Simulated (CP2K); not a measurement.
# CdS (Greenockite) (P6_3mc) in CP2K: a series of runs

Runs on CdS (Greenockite). Level: PBEsol. Tasks: band structure.

All numbers are computed with CP2K 2026.2; they aren't measurements. Logs are shortened: lines on timing, memory, paths and dates and some standing lists are left out, and cuts for length are marked.

**What was measured.**

“Isotope dependence of band-gap energy”, 2008, arxiv:0807.2152 quotes, for a bulk crystal of CdS: band gap 2.5809 ± 0.0002 eV.

The runs below are set against these values where they give the same quantity.

**1. Starting point**

It takes space group P6_3mc (No. 186, hexagonal). Conventional cell: a = 4.150 Å, b = 4.150 Å, c = 6.737 Å, α = 90.00°, β = 90.00°, γ = 120.00°. Around Cd (site symmetry 3m) lie 4 S at 2.53 to 2.54 Å. S (site symmetry 3m) is surrounded by 4 Cd at 2.53 to 2.54 Å.

**2. Band structure, PBEsol**

Contents of cds_bands.inp:

```
&GLOBAL
  PROJECT cds_bands
  RUN_TYPE ENERGY_FORCE
  PRINT_LEVEL LOW
&END GLOBAL
&FORCE_EVAL
  METHOD QS
  STRESS_TENSOR ANALYTICAL
  &DFT
    BASIS_SET_FILE_NAME BASIS_MOLOPT
    POTENTIAL_FILE_NAME GTH_POTENTIALS
    &MGRID
      CUTOFF 450
      REL_CUTOFF 60
      NGRIDS 5
    &END MGRID
    &QS
      METHOD GPW
      EPS_DEFAULT 1.0E-10
    &END QS
    &KPOINTS
      SCHEME MONKHORST-PACK 7 7 4
      GAMMA_CENTERED T
      SYMMETRY T
      SYMMETRY_BACKEND SPGLIB
    &END KPOINTS
    &SCF
      SCF_GUESS ATOMIC
      EPS_SCF 1.0E-6
      MAX_SCF 100
      ADDED_MOS 14
      CHOLESKY OFF
      EPS_EIGVAL 1.0E-7
      &DIAGONALIZATION ON
        ALGORITHM STANDARD
      &END DIAGONALIZATION
      &MIXING ON
        METHOD BROYDEN_MIXING
        ALPHA 0.4
        BETA 1.5
        NBUFFER 8
      &END MIXING
      &SMEAR ON
        METHOD FERMI_DIRAC
        ELECTRONIC_TEMPERATURE [K] 580.226
      &END SMEAR
    &END SCF
    &XC
      &XC_FUNCTIONAL
        &GGA_X_PBE_SOL
        &END GGA_X_PBE_SOL
        &GGA_C_PBE_SOL
        &END GGA_C_PBE_SOL
      &END XC_FUNCTIONAL
    &END XC
    &PRINT
      &KPOINTS ON
      &END KPOINTS
      &MULLIKEN ON
      &END MULLIKEN
      &MO ON
        ENERGIES T
        OCCUPATION_NUMBERS T
        &EACH
          QS_SCF 0
        &END EACH
        ADD_LAST NUMERIC
      &END MO
      &LOWDIN ON
      &END LOWDIN
      &HIRSHFELD ON
        SHAPE_FUNCTION DENSITY
      &END HIRSHFELD
      &BAND_STRUCTURE
        FILE_NAME bands.bs
        ADDED_MOS 6
        &KPOINT_SET
          UNITS B_VECTOR
          NPOINTS 8
          SPECIAL_POINT GAMMA 0.00000000 0.00000000 0.00000000
          SPECIAL_POINT M 0.50000000 0.00000000 0.00000000
          SPECIAL_POINT K 0.33333333 0.33333333 0.00000000
          SPECIAL_POINT GAMMA 0.00000000 0.00000000 0.00000000
          SPECIAL_POINT A 0.00000000 0.00000000 0.50000000
          SPECIAL_POINT L 0.50000000 0.00000000 0.50000000
          SPECIAL_POINT H 0.33333333 0.33333333 0.50000000
          SPECIAL_POINT A 0.00000000 0.00000000 0.50000000
        &END KPOINT_SET
        &KPOINT_SET
          UNITS B_VECTOR
          NPOINTS 8
          SPECIAL_POINT L 0.50000000 0.00000000 0.50000000
          SPECIAL_POINT M 0.50000000 0.00000000 0.00000000
        &END KPOINT_SET
        &KPOINT_SET
          UNITS B_VECTOR
          NPOINTS 8
          SPECIAL_POINT K 0.33333333 0.33333333 0.00000000
          SPECIAL_POINT H 0.33333333 0.33333333 0.50000000
        &END KPOINT_SET
      &END BAND_STRUCTURE
    &END PRINT
  &END DFT
  &SUBSYS
    &CELL
      A 4.1500000000 0.0000000000 0.0000000000
      B -2.0750000000 3.5940054257 0.0000000000
      C 0.0000000000 0.0000000000 6.7370000000
      PERIODIC XYZ
    &END CELL
    &COORD
      Cd  2.0750000002 1.1980018084 3.3685000000
      Cd  -0.0000000002 2.3960036173 0.0000000000
      S   2.0750000002 1.1980018084 5.8948750000
      S   -0.0000000002 2.3960036173 2.5263750000
    &END COORD
    &KIND Cd
      BASIS_SET DZVP-MOLOPT-SR-GTH-q12
      POTENTIAL GTH-PBE-q12
    &END KIND
    &KIND S
      BASIS_SET DZVP-MOLOPT-SR-GTH-q6
      POTENTIAL GTH-PBE-q6
    &END KIND
    &PRINT
      &ATOMIC_COORDINATES ON
      &END ATOMIC_COORDINATES
      &CELL ON
      &END CELL
    &END PRINT
  &END SUBSYS
  &PRINT
    &FORCES ON
    &END FORCES
    &STRESS_TENSOR ON
    &END STRESS_TENSOR
  &END PRINT
&END FORCE_EVAL
```

Potentials or basis: GTH_POTENTIALS Cd GTH-PBE-q12, S GTH-PBE-q6; DZVP-MOLOPT-SR-GTH basis.

Command:

```bash
$ OMP_NUM_THREADS=1 cp2k.psmp -i cds_bands.inp -o cds_bands.out
```

cds_bands.out:

```text

 CP2K| version string:                                       CP2K version 2026.2
 CP2K| Input file name                                             cds_bands.inp

 GLOBAL| Force Environment number                                              1
 GLOBAL| Basis set file name                                        BASIS_MOLOPT
 GLOBAL| Potential file name                                      GTH_POTENTIALS
 GLOBAL| MM Potential file name                                     MM_POTENTIAL
 GLOBAL| Coordinate file name                                      __STD_INPUT__
 GLOBAL| Method name                                                        CP2K
 GLOBAL| Project name                                                  cds_bands
 GLOBAL| Run type                                                   ENERGY_FORCE
 GLOBAL| FFT library                                                       FFTW3
 GLOBAL| Diagonalization library                                       ScaLAPACK
 GLOBAL| Cholesky decomposition library                                ScaLAPACK
 GLOBAL| DGEMM library                                                      BLAS
 GLOBAL| Direct generalized diagonalization requested                          F
 GLOBAL| Matrix multiplication library                                 ScaLAPACK
 GLOBAL| Global print level                                                  LOW
 GLOBAL| Total number of message passing processes                             1
 GLOBAL| Number of threads for this process                                    1
 GLOBAL| CPU model name                                                  UNKNOWN

 CELL| Volume [angstrom^3]:                                           100.483180
 CELL| Vector a [angstrom]:       4.150     0.000     0.000   |a| =     4.150000
 CELL| Vector b [angstrom]:      -2.075     3.594     0.000   |b| =     4.150000
 CELL| Vector c [angstrom]:       0.000     0.000     6.737   |c| =     6.737000
 CELL| Angle (b,c), alpha [degree]:                                    90.000000
 CELL| Angle (a,c), beta  [degree]:                                    90.000000
 CELL| Angle (a,b), gamma [degree]:                                   120.000000
 CELL| Numerically orthorhombic:                                              NO
 CELL| Periodicity                                                           XYZ

 CELL_REF| Volume [angstrom^3]:                                       100.483180
 CELL_REF| Vector a [angstrom     4.150     0.000     0.000   |a| =     4.150000
 CELL_REF| Vector b [angstrom    -2.075     3.594     0.000   |b| =     4.150000
 CELL_REF| Vector c [angstrom     0.000     0.000     6.737   |c| =     6.737000
 CELL_REF| Angle (b,c), alpha [degree]:                                90.000000
 CELL_REF| Angle (a,c), beta  [degree]:                                90.000000
 CELL_REF| Angle (a,b), gamma [degree]:                               120.000000
 CELL_REF| Numerically orthorhombic:                                          NO
 CELL_REF| Periodicity                                                       XYZ
[... 9 lines left out ...]
 TOTAL NUMBERS AND MAXIMUM NUMBERS

  Total number of            - Atomic kinds:                                   2
                             - Atoms:                                          4
                             - Shell sets:                                     4
                             - Shells:                                        24
                             - Primitive Cartesian functions:                 18
                             - Cartesian basis functions:                     88
                             - Spherical basis functions:                     76

  Maximum angular momentum of- Orbital basis functions:                        3
                             - Local part of the GTH pseudopotential:          0
                             - Non-local part of the GTH pseudopotential:      4

 MODULE QUICKSTEP: ATOMIC COORDINATES IN ANGSTROM

   Atom Kind Element         X             Y             Z       Z(eff)     Mass
      1    1 Cd   48      2.075000      1.198002      3.368500  12.0000 112.4110
      2    1 Cd   48     -0.000000      2.396004      0.000000  12.0000 112.4110
      3    2 S    16      2.075000      1.198002      5.894875   6.0000  32.0650
      4    2 S    16     -0.000000      2.396004      2.526375   6.0000  32.0650

 SCF PARAMETERS         Density guess:                                    ATOMIC
[... 110 lines left out ...]
 MO|  Index      Eigenvalue [a.u.]        Eigenvalue [eV]             Occupation
 MO|      1              -0.319660              -8.698394               2.000000
 MO|      2              -0.316945              -8.624523               2.000000
 MO|      3              -0.161318              -4.389690               2.000000
 MO|      4              -0.160292              -4.361761               2.000000
[... 26 lines left out ...]
 MO|
 MO|  Index      Eigenvalue [a.u.]        Eigenvalue [eV]             Occupation
 MO|      1              -0.322463              -8.774674               2.000000
 MO|      2              -0.317443              -8.638058               2.000000
 MO|      3              -0.161488              -4.394314               2.000000
 MO|      4              -0.160987              -4.380689               2.000000
 MO|      5              -0.157548              -4.287095               2.000000
 MO|      6              -0.156238              -4.251447               2.000000
[... 176 lines left out ...]
 MO|     31               0.658228              17.911296               0.000000
 MO|     32               0.692331              18.839278               0.000000
 MO| Sum:                                                              36.000000
 MO| E(Fermi):            0.134695 a.u.          3.665250 eV

 [... the levels of further k-points ...]

 !-----------------------------------------------------------------------------!
                     Mulliken Population Analysis

 #  Atom  Element  Kind  Atomic population                           Net charge
       1     Cd       1         11.665409                              0.334591
       2     Cd       1         11.665409                              0.334591
       3     S        2          6.334591                             -0.334591
       4     S        2          6.334591                             -0.334591
 # Total charge                             36.000000                  0.000000

 !-----------------------------------------------------------------------------!

 !-----------------------------------------------------------------------------!
                           Hirshfeld Charges

  #Atom  Element  Kind  Ref Charge     Population                    Net charge
      1       Cd     1      12.000         11.739                         0.261
      2       Cd     1      12.000         11.739                         0.261
      3       S      2       6.000          6.261                        -0.261
      4       S      2       6.000          6.261                        -0.261

  Total Charge                                                           -0.000
 !-----------------------------------------------------------------------------!

 LOWDIN POPULATION ANALYSIS

 #  Atom  Element  Kind  Atomic population                           Net charge
       1     Cd       1         13.266209                             -1.266209
       2     Cd       1         13.262118                             -1.262118
       3     S        2          4.736096                              1.263904
       4     S        2          4.735577                              1.264423
 # Total charge                             36.000000                  0.000000

 KPOINTS| Band Structure Calculation
 KPOINTS| Number of k-point sets                                               3
 KPOINTS| Number of added MOs/bands                                            6
 KPOINTS| Number of k-points in set    1                                      57
 KPOINTS| In units of b-vector [2pi/Bohr]
 KPOINTS| Special point     1       GAMMA     0.000000     0.000000     0.000000
 KPOINTS| Special point     2           M     0.500000     0.000000     0.000000
 KPOINTS| Special point     3           K     0.333333     0.333333     0.000000
 KPOINTS| Special point     4       GAMMA     0.000000     0.000000     0.000000
 KPOINTS| Special point     5           A     0.000000     0.000000     0.500000
 KPOINTS| Special point     6           L     0.500000     0.000000     0.500000
 KPOINTS| Special point     7           H     0.333333     0.333333     0.500000
 KPOINTS| Special point     8           A     0.000000     0.000000     0.500000
 KPOINTS| Number of k-points in set    2                                       9
 KPOINTS| In units of b-vector [2pi/Bohr]
 KPOINTS| Special point     1           L     0.500000     0.000000     0.500000
 KPOINTS| Special point     2           M     0.500000     0.000000     0.000000
 KPOINTS| Number of k-points in set    3                                       9
 KPOINTS| In units of b-vector [2pi/Bohr]
 KPOINTS| Special point     1           K     0.333333     0.333333     0.000000
 KPOINTS| Special point     2           H     0.333333     0.333333     0.500000

 ENERGY| Total FORCE_EVAL ( QS ) energy [hartree]           -112.423321867716595

 FORCES| Atomic forces [hartree/bohr]
 FORCES|   Atom     x               y               z               |f|
 FORCES|      1 -5.60273716E-10 -1.32799835E-07 -1.33871612E-03   1.33871613E-03
 FORCES|      2  5.60276936E-10  1.32799782E-07 -1.33871584E-03   1.33871585E-03
 FORCES|      3  1.51172978E-11 -1.34725527E-07  1.33800366E-03   1.33800367E-03
 FORCES|      4 -1.51173030E-11  1.34725572E-07  1.33800227E-03   1.33800227E-03
 FORCES| Sum     3.21525938E-15 -7.48587369E-15 -1.42603975E-06
 FORCES| Total atomic force                                       1.42603975E-06

 STRESS| Analytical stress tensor [bar]
 STRESS|                        x                   y                   z
 STRESS|      x        4.03673833204E+03  -7.03873582833E-02   5.05615711518E-09
 STRESS|      y       -7.03873582833E-02   4.03768339558E+03   8.30292137035E-08
 STRESS|      z        5.05615711518E-09   8.30292137035E-08   1.07249467613E+04
 STRESS| 1/3 Trace                                             6.26645616297E+03
 STRESS| Determinant                                           1.74806672279E+11

 STRESS| Eigenvectors and eigenvalues of the analytical stress tensor [bar]
 STRESS|                        1                   2                   3
 STRESS| Eigenvalues   4.03673311843E+03   4.03768860919E+03   1.07249467613E+04
 STRESS|      x           0.997268028252     -0.073867989181      0.000000000001
 STRESS|      y           0.073867989181      0.997268028252      0.000000000012
 STRESS|      z          -0.000000000002     -0.000000000012      1.000000000000
```

It took 25 s on 1 thread of Arm Neoverse V2, shared host; peak memory 0.38 GiB.

What came out:

| Property | Result |
| --- | --- |
| Free energy | -3059.1942 eV |
| Pressure | 0.6 GPa |
| Largest force | 0.069 eV/Å |
| Band gap on the k mesh | 1.00 eV, direct |
| Band gap along the path | 1.00 eV, direct |
| Mulliken charges | Cd +0.33; S -0.33 e |
| Hirshfeld charges | Cd +0.26; S -0.26 e |

Forces in eV/Å, atoms in the order of the input:
```
Cd   0.000  0.000 -0.069
Cd   0.000  0.000 -0.069
S    0.000  0.000  0.069
S    0.000  0.000  0.069
```

Levels at the corners of the path, in eV from the valence-band top:
```
point  band 16  band 17  band 18  band 19  band 20  band 21
    Γ    -0.04     0.00     0.00     1.00     2.68     6.38
    M    -1.94    -1.36    -0.76     3.66     3.80     5.01
    K    -1.92    -1.92    -1.67     4.49     5.18     5.18
    Γ    -0.04     0.00     0.00     1.00     2.68     6.38
    A    -0.41    -0.41    -0.41     2.71     2.71     6.17
    L    -1.39    -1.37    -1.37     3.36     3.36     5.36
    H    -2.50    -1.16    -1.16     4.34     4.34     6.03
    A    -0.41    -0.41    -0.41     2.71     2.71     6.17
    L    -1.39    -1.37    -1.37     3.36     3.36     5.36
    M    -1.94    -1.36    -0.76     3.66     3.80     5.01
    K    -1.92    -1.92    -1.67     4.49     5.18     5.18
    H    -2.50    -1.16    -1.16     4.34     4.34     6.03
```

Caveat: Mulliken charges move with the basis; the potentials were made for another functional, which shifts forces and pressure; the basis of atomic orbitals isn't converged, which shifts pressures, moduli and gaps.

**3. Band structure, PBEsol, spin-orbit coupling, no magnetisation**

cds_bands.inp, as its differences from that of step 2:

```diff
@@ -10,3 +10,3 @@
     BASIS_SET_FILE_NAME BASIS_MOLOPT
-    POTENTIAL_FILE_NAME GTH_POTENTIALS
+    POTENTIAL_FILE_NAME GTH_SOC_POTENTIALS
     &MGRID
@@ -23,4 +23,2 @@
       GAMMA_CENTERED T
-      SYMMETRY T
-      SYMMETRY_BACKEND SPGLIB
     &END KPOINTS
@@ -73,32 +71,21 @@
       &END HIRSHFELD
-      &BAND_STRUCTURE
-        FILE_NAME bands.bs
-        ADDED_MOS 6
-        &KPOINT_SET
-          UNITS B_VECTOR
-          NPOINTS 8
-          SPECIAL_POINT GAMMA 0.00000000 0.00000000 0.00000000
-          SPECIAL_POINT M 0.50000000 0.00000000 0.00000000
-          SPECIAL_POINT K 0.33333333 0.33333333 0.00000000
-          SPECIAL_POINT GAMMA 0.00000000 0.00000000 0.00000000
-          SPECIAL_POINT A 0.00000000 0.00000000 0.50000000
-          SPECIAL_POINT L 0.50000000 0.00000000 0.50000000
-          SPECIAL_POINT H 0.33333333 0.33333333 0.50000000
-          SPECIAL_POINT A 0.00000000 0.00000000 0.50000000
-        &END KPOINT_SET
-        &KPOINT_SET
-          UNITS B_VECTOR
-          NPOINTS 8
-          SPECIAL_POINT L 0.50000000 0.00000000 0.50000000
-          SPECIAL_POINT M 0.50000000 0.00000000 0.00000000
-        &END KPOINT_SET
-        &KPOINT_SET
-          UNITS B_VECTOR
-          NPOINTS 8
-          SPECIAL_POINT K 0.33333333 0.33333333 0.00000000
-          SPECIAL_POINT H 0.33333333 0.33333333 0.50000000
-        &END KPOINT_SET
-      &END BAND_STRUCTURE
     &END PRINT
   &END DFT
+  &PROPERTIES
+    &BANDSTRUCTURE ON
+      &BANDSTRUCTURE_PATH
+        NPOINTS 8
+        SPECIAL_POINT GAMMA 0.00000000 0.00000000 0.00000000
+        SPECIAL_POINT M 0.50000000 0.00000000 0.00000000
+        SPECIAL_POINT K 0.33333333 0.33333333 0.00000000
+        SPECIAL_POINT GAMMA 0.00000000 0.00000000 0.00000000
+        SPECIAL_POINT A 0.00000000 0.00000000 0.50000000
+        SPECIAL_POINT L 0.50000000 0.00000000 0.50000000
+        SPECIAL_POINT H 0.33333333 0.33333333 0.50000000
+        SPECIAL_POINT A 0.00000000 0.00000000 0.50000000
+      &END BANDSTRUCTURE_PATH
+      &SOC ON
+      &END SOC
+    &END BANDSTRUCTURE
+  &END PROPERTIES
   &SUBSYS
```

Potentials or basis: GTH_SOC_POTENTIALS Cd GTH-PBE-q12, S GTH-PBE-q6; DZVP-MOLOPT-SR-GTH basis.

Command:

```bash
$ OMP_NUM_THREADS=1 cp2k.psmp -i cds_bands.inp -o cds_bands.out
```

Run time: 34 s. Hardware: 1 thread of Arm Neoverse V2, shared host; peak memory 0.57 GiB.

It converged, with:

* Free energy: -3059.1942 eV
* Pressure: 0.6 GPa
* Largest force: 0.069 eV/Å
* Band gap along the path: 0.99 eV, direct
* Mulliken charges: Cd +0.33; S -0.33 e
* Hirshfeld charges: Cd +0.26; S -0.26 e

Forces on the atoms (eV/Å):
```
Cd   0.000  0.000 -0.069
Cd   0.000  0.000 -0.069
S    0.000  0.000  0.069
S    0.000  0.000  0.069
```

Stress tensor (GPa, compression positive):
```
0.40 0.00 0.00
0.00 0.40 0.00
0.00 0.00 1.07
```

Caveat: Mulliken charges move with the basis; the potentials were made for another functional, which shifts forces and pressure; the basis of atomic orbitals isn't converged, which shifts pressures, moduli and gaps.

**4. Comparison with measurements**

Step 2. Measured gap of CdS: 2.5809 eV (quoted in “Isotope dependence of band-gap energy”, 2008, arxiv:0807.2152). This calculation gives 1.00 eV (-1.58 eV). So large a miss can be the level of theory's own, or it may mean another phase, state or a wrong row. Spin-orbit coupling on Cd is left out. The value is that of PBEsol in an atomic basis (GTH_POTENTIALS Cd GTH-PBE-q12, S GTH-PBE-q6; DZVP-MOLOPT-SR-GTH basis), whose error adds to the functional's,, without temperature or zero-point motion. Semilocal functionals fall short of measured gaps as a rule.

Step 3. Against the measured gap of CdS, 2.5809 eV (quoted in “Isotope dependence of band-gap energy”, 2008, arxiv:0807.2152), the calculated 0.99 eV is off by -1.59 eV. So large a miss can be the level of theory's own, or it may mean another phase, state or a wrong row. The value is that of PBEsol in an atomic basis (GTH_SOC_POTENTIALS Cd GTH-PBE-q12, S GTH-PBE-q6; DZVP-MOLOPT-SR-GTH basis), whose error adds to the functional's,, without temperature or zero-point motion. Semilocal functionals fall short of measured gaps as a rule.
